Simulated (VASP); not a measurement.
**A VASP 6.6.1 single-point calculation on PbSe**

INCAR

```
IBRION = -1
ISIF = 2
LASPH = .TRUE.
ISMEAR = 1
LWAVE = .FALSE.
NSW = 0
PREC = Accurate
NELM = 56
GGA = CA
LREAL = .FALSE.
LCHARG = .FALSE.
EDIFF = 1E-7
SIGMA = 2
NBANDS = 17
ENCUT = 520
```

KPOINTS

```
KPOINTS created by Atomic Simulation Environment
0
Gamma
6 6 6
0 0 0
```

POSCAR

```
Pb Se
 1.0000000000000000
     0.0000000000000000    3.4232041300268978    3.4232041300268978
     3.4232041300268978   -0.0000000000000000    3.4232041300268978
     3.4232041300268978    3.4232041300268978   -0.0000000000000000
 Pb  Se
   1   1
Cartesian
 -0.0000000000000000 -0.0000000000000000  0.0000000000000000
  1.7116020650134487  1.7116020650134487  1.7116020650134487
```

The recommended LDA PAW datasets give the neutral cell 20 valence electrons.

Command

```
mpirun -np 1 vasp_std
```

OSZICAR

```
N       E                     dE             d eps       ncg     rms          rms(c)
DAV:   1     0.160059727050E+03    0.16006E+03   -0.90848E+03   544   0.109E+03
DAV:   2     0.477787877553E+01   -0.15528E+03   -0.15002E+03   580   0.281E+02
DAV:   3    -0.858487783981E+01   -0.13363E+02   -0.13237E+02   695   0.919E+01
DAV:   4    -0.893286401123E+01   -0.34799E+00   -0.34782E+00   630   0.187E+01
DAV:   5    -0.894620749073E+01   -0.13343E-01   -0.13343E-01   763   0.343E+00    0.310E+00
DAV:   6    -0.854707602918E+01    0.39913E+00   -0.11968E+00   813   0.646E+00    0.187E+00
DAV:   7    -0.854152360877E+01    0.55524E-02   -0.83855E-02   579   0.138E+00    0.951E-01
DAV:   8    -0.853737604005E+01    0.41476E-02   -0.86664E-03   666   0.865E-01    0.965E-02
DAV:   9    -0.853708617304E+01    0.28987E-03   -0.20567E-03   810   0.313E-01    0.752E-02
DAV:  10    -0.853714855145E+01   -0.62378E-04   -0.15908E-04   577   0.879E-02    0.141E-02
DAV:  11    -0.853715345670E+01   -0.49052E-05   -0.15734E-05   674   0.382E-02    0.747E-03
DAV:  12    -0.853715431267E+01   -0.85597E-06   -0.31148E-06   614   0.218E-02    0.389E-03
DAV:  13    -0.853715434795E+01   -0.35287E-07   -0.32139E-07   696   0.670E-03
   1 F= -.85371543E+01 E0= -.87423874E+01  d E =0.615699E+00
```

It converged. Results: gap between bands v and c on the k mesh 0.64 eV; least direct gap on the k mesh 1.05 eV; pressure -3.2 GPa. Band v is the last that the valence electrons fill when counted band by band, and c is the next.

Question: Find the fault in these files.

Answer: Smearing far too wide. On sound settings LDA gives a gap of 0.59 eV on its mesh and a pressure of -1.9 GPa for the intended cell. This run's energy (σ→0) differs from it by 39 meV an atom.
